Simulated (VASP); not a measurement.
# Al (Fm-3m) in VASP: notebook, part 2 of 2

VASP 6.6.1.

## (3) Relaxation of cell and atoms, PBE

This run uses another cell than the first one, of 16.47 Å³/atom, 0.992 times its volume.

The input, INCAR:

```
PREC = Accurate
ENCUT = 520
EDIFF = 1E-7
ISMEAR = 0
SIGMA = 0.1
LREAL = False
LASPH = True
NELM = 80
ALGO = Fast
ISIF = 3
LWAVE = False
LCHARG = False
GGA = PE
IBRION = 2
NSW = 80
EDIFFG = -0.002
```

The input, KPOINTS:

```
regular mesh
0
Gamma
  24 24 24
```

The input, POSCAR:

```
Al                                      
1.0
   -0.0000000000      2.0195402333      2.0195402333
    2.0195402333      0.0000000000      2.0195402333
    2.0195402333      2.0195402333     -0.0000000000
  Al            
     1
Direct
     0.0000000000000000    0.0000000000000000    0.0000000000000000
```

Potentials or basis: VASP PAW PBE potentials, release 64 (Al).

Launch:

```console
$ cat potpaw_PBE.64/Al/POTCAR > POTCAR
$ mpirun -np 1 vasp_std > vasp.out
```

OUTCAR:

```text
PREC = Accurate
   ENCUT = 520
   EDIFF = 1E-7
   ISMEAR = 0
   LREAL = False
   LASPH = True
   NELM = 80
   ISIF = 3
   GGA = PE
   IBRION = 2
   NSW = 80
   EDIFFG = -0.002

 ion  position               nearest neighbor table
   1  0.000  0.000  0.000-

  LATTYP: Found a face centered cubic cell.
 ALAT       =     4.0390804666

  Lattice vectors:

 A1 = (   0.0000000000,   2.0195402333,   2.0195402333)
 A2 = (   2.0195402333,   0.0000000000,   2.0195402333)
 A3 = (   2.0195402333,   2.0195402333,   0.0000000000)

Analysis of symmetry for initial positions (statically):
=====================================================================
 Subroutine PRICEL returns:
 Original cell was already a primitive cell.

 Routine SETGRP: Setting up the symmetry group for a
 face centered cubic supercell.

 Subroutine GETGRP returns: Found 48 space group operations
 (whereof 48 operations were pure point group operations)
 out of a pool of 48 trial point group operations.

The static configuration has the point symmetry O_h .

Analysis of symmetry for dynamics (positions and initial velocities):
=====================================================================
 Subroutine PRICEL returns:
 Original cell was already a primitive cell.

 Routine SETGRP: Setting up the symmetry group for a
 face centered cubic supercell.

 Subroutine GETGRP returns: Found 48 space group operations
 (whereof 48 operations were pure point group operations)
 out of a pool of 48 trial point group operations.

The dynamic configuration has the point symmetry O_h .

 Subroutine INISYM returns: Found 48 space group operations
 (whereof 48 operations are pure point group operations),
 and found     1 'primitive' translations

----------------------------------------------------------------------------------------

[... 109 lines left out ...]
     AMIX     =   0.40;   BMIX     =  1.00
     AMIX_MAG =   1.60;   BMIX_MAG =  1.00
  volume/ion in A,a.u.               =      16.47       111.17
  Fermi-wavevector in a.u.,A,eV,Ry     =   0.927939  1.753550 11.715578  0.861071
  Thomas-Fermi vector in A             =   2.054062
   LORBIT       =      0    0 simple, 1 ext, 2 COOP (PROOUT), +10 PAW based schemes
   GGA     = PE    functional components
   LHFCALC =     F    Hartree Fock is set to
   AEXX    =    0.0000 exact exchange contribution
   IVDW    =     0    specifies the selected vdW correction
   LEPSILON=     F    determine dielectric tensor
   LRPA    =     F    only Hartree local field effects (RPA)
 conjugate gradient relaxation of ions
 non-spin polarized calculation
 RMM-DIIS sequential band-by-band and
 Gauss-broadening in eV      SIGMA  =   0.10
  energy-cutoff  :      520.00
  volume of cell :       16.47
 maximum number of plane-waves:       459
 NGX is ok and might be reduce to    24
   NGX = 11   NGY = 11   NGZ = 11

 number of electron       3.0000000 magnetization

 Free energy of the ion-electron system (eV)
  ---------------------------------------------------
  ext. energy  EPLUGINS =         0.00000000
  ---------------------------------------------------
  free energy    TOTEN  =        -3.74539686 eV

  energy without entropy =       -3.74295164  energy(sigma->0) =       -3.74417425

 E-fermi :   8.0261     XC(G=0): -10.2026

 val. band max:        7.9991011777   @ k =  -0.3333   0.3750   0.0417
 cond. band min:       8.0386077763   @ k =  -0.2917   0.4583   0.1667
 fundamental gap:      0.0395065986
 Fermi energy:         8.0260966706

 k-point     1 :       0.0000    0.0000    0.0000
  band No.  band energies     occupation
      1      -3.1289      2.00000
      2      20.6446      0.00000
      3      20.6446      0.00000
      4      20.6446      0.00000
      5      22.1485      0.00000
[... 177 lines left out ...]
 k-point    24 :       0.4583    0.0417    0.0000
  band No.  band energies     occupation
      1       2.1896      2.00000
      2       5.0897      2.00000
      3      18.2678      0.00000
      4      18.7865      0.00000
      5      19.4844      0.00000

 [... further k-points ...]

------------------------ aborting loop because EDIFF is reached ----------------------------------------

  FORCE on cell =-STRESS in cart. coord.  units (eV):
  Direction    XX          YY          ZZ          XY          YZ          ZX
  --------------------------------------------------------------------------------------
  -------------------------------------------------------------------------------------
  Total       -0.0000234     -0.0000234     -0.0000234      0.0000000     -0.0000000      0.0000000
  in kB       -0.0022775     -0.0022775     -0.0022775      0.0000000     -0.0000000      0.0000000
  external PRESSURE =      -0.0022775 kB  Pullay stress =       0.0000000 kB

 VOLUME and BASIS-vectors are now :
 -----------------------------------------------------------------------------
  energy-cutoff  :      520.00
  volume of cell :       16.47
      direct lattice vectors                 reciprocal lattice vectors
     0.000000000  2.019540233  2.019540233    -0.247581104  0.247581104  0.247581104
     2.019540233  0.000000000  2.019540233     0.247581104 -0.247581104  0.247581104
     2.019540233  2.019540233  0.000000000     0.247581104  0.247581104 -0.247581104

 POSITION                                       TOTAL-FORCE (eV/Angst)
 -----------------------------------------------------------------------------------
      0.00000      0.00000      0.00000        -0.000000     -0.000000     -0.000000
 -----------------------------------------------------------------------------------
    total drift:                               -0.000000      0.000000     -0.000000

  FREE ENERGIE OF THE ION-ELECTRON SYSTEM (eV)
  ---------------------------------------------------
  free  energy   TOTEN  =        -3.7453968621 eV

  energy  without entropy=       -3.7429516359  energy(sigma->0) =       -3.74417425

 reached required accuracy - stopping structural energy minimisation
```

CONTCAR:

```text
Al
   1.00000000000000
     0.0000000000000000    2.0195402332999999    2.0195402332999999
     2.0195402332999999    0.0000000000000000    2.0195402332999999
     2.0195402332999999    2.0195402332999999    0.0000000000000000
  Al
     1
Direct
     0.0000000000000000    0.0000000000000000    0.0000000000000000

  0.00000000E+00  0.00000000E+00  0.00000000E+00
```

Wall time 15 s (1 thread of Intel Xeon Platinum 8488C (Sapphire Rapids), shared host); peak memory 0.15 GiB.

What came out:

* Free energy: -3.7454 eV
* Pressure after relaxing: 0.0 GPa
* Band gap on the k mesh: none (metal or under the smearing width)

Final structure:
```
Al
1.0
     0.00000    2.01954    2.01954
     2.01954    0.00000    2.01954
     2.01954    2.01954    0.00000
Al
1
Direct
  0.00000 0.00000 0.00000
```

Caveat: the relaxation stopped at its first step, so nothing moved.

## (4) Single point, PBE

This run uses another cell than the first one, of 16.47 Å³/atom, 0.992 times its volume.

The input, INCAR:

```
PREC = Accurate
ENCUT = 520
EDIFF = 1E-7
ISMEAR = 0
SIGMA = 0.1
LREAL = False
LASPH = True
NELM = 80
ALGO = Fast
ISIF = 2
LWAVE = False
LCHARG = False
GGA = PE
NBANDS = 8
```

KPOINTS is that of step 3.

The input, POSCAR:

```
Al                                      
1.0
    0.0000000000      2.0195402333      2.0195402333
    2.0195402333      0.0000000000      2.0195402333
    2.0195402333      2.0195402333      0.0000000000
  Al            
     1
Direct
     0.0000000000000000    0.0000000000000000    0.0000000000000000
```

Launch:

```console
$ cat potpaw_PBE.64/Al/POTCAR > POTCAR
$ mpirun -np 1 vasp_std > vasp.out
```

Wall time 24 s (1 thread of Intel Xeon Platinum 8488C (Sapphire Rapids), shared host); peak memory 0.16 GiB.

The run converged. Its results:

* Free energy: -3.7454 eV
* Pressure: 0.0 GPa
* Band gap on the k mesh: none (metal or under the smearing width)

Levels at points of the mesh, in eV from the Fermi level:
| k point | band 1 | band 2 | band 3 | band 4 |
| --- | --- | --- | --- | --- |
| (0.00, 0.00, 0.00) | -11.15 | 12.62 | 12.62 | 12.62 |
| (0.50, 0.00, 0.00) | -4.61 | -4.39 | 11.42 | 11.42 |
| (0.50, 0.50, 0.00) | -2.94 | -1.61 | 5.25 | 5.59 |

## (5) Single point, PBE (a relaxed cell with its volume scaled by 0.97)

INCAR is that of step 4.

KPOINTS is that of step 4.

The input, POSCAR:

```
Al                                      
1.0
    0.0000000000      1.9991394422      1.9991394422
    1.9991394422      0.0000000000      1.9991394422
    1.9991394422      1.9991394422      0.0000000000
  Al            
     1
Direct
     0.0000000000000000    0.0000000000000000    0.0000000000000000
```

Launch:

```console
$ cat potpaw_PBE.64/Al/POTCAR > POTCAR
$ mpirun -np 1 vasp_std > vasp.out
```

Wall time 26 s (1 thread of Intel Xeon Platinum 8488C (Sapphire Rapids), shared host); peak memory 0.17 GiB.

It converged, with:

```
Free energy            : -3.7416 eV
Pressure               : 2.5 GPa
Band gap on the k mesh : none (metal or under the smearing width)
```

Levels at points of the mesh, in eV from the Fermi level:
```csv
k point,band 1,band 2,band 3,band 4,band 5,band 6
"(0.00, 0.00, 0.00)",-11.37,12.78,12.78,12.78,14.52,14.52
"(0.50, 0.00, 0.00)",-4.74,-4.44,11.60,11.60,11.74,11.74
"(0.50, 0.50, 0.00)",-3.02,-1.62,5.25,5.73,5.73,9.36
```

## (6) Single point, PBE (a relaxed cell with its volume scaled by 1.03)

INCAR is that of step 5.

KPOINTS is that of step 5.

The input, POSCAR:

```
Al                                      
1.0
    0.0000000000      2.0395369816      2.0395369816
    2.0395369816      0.0000000000      2.0395369816
    2.0395369816      2.0395369816      0.0000000000
  Al            
     1
Direct
     0.0000000000000000    0.0000000000000000    0.0000000000000000
```

Potentials or basis: VASP PAW PBE potentials, release 64 (Al).

Launch:

```console
$ cat potpaw_PBE.64/Al/POTCAR > POTCAR
$ mpirun -np 1 vasp_std > vasp.out
```

Run time: 25 s. Hardware: 1 thread of Intel Xeon Platinum 8488C (Sapphire Rapids), shared host; peak memory 0.16 GiB.

It converged, with:

```
Free energy            : -3.7421 eV
Pressure               : -2.1 GPa
Band gap on the k mesh : none (metal or under the smearing width)
```

Levels at points of the mesh, in eV from the Fermi level:
```
           k point  band 1  band 2  band 3  band 4  band 5  band 6
(0.00, 0.00, 0.00)  -10.95   12.46   12.46   12.46   13.74   13.74
(0.50, 0.00, 0.00)   -4.49   -4.35   11.11   11.11   11.33   11.33
(0.50, 0.50, 0.00)   -2.86   -1.60    5.24    5.46    5.46    8.80
```

## (7) Summary

| task | cell | gap on the mesh (eV) | pressure (GPa) |
| --- | --- | --- | --- |
| relaxation of cell and atoms | relaxed | none | 0.0 |
| single point | as given | none | 0.0 |
| single point | a relaxed cell with its volume scaled by 0.97 | none | 2.5 |
| single point | a relaxed cell with its volume scaled by 1.03 | none | -2.1 |

Alike in all rows: level PBE; potentials or basis VASP PAW PBE potentials, release 64 (Al); no spin polarisation; k mesh 24 × 24 × 24; cutoff (eV) 520; smearing gaussian 0.1 eV.

Caveats: the relaxation stopped at its first step, so nothing moved (some runs).

Total energies depend on the potentials used, so only differences within one code and one set of settings carry meaning.
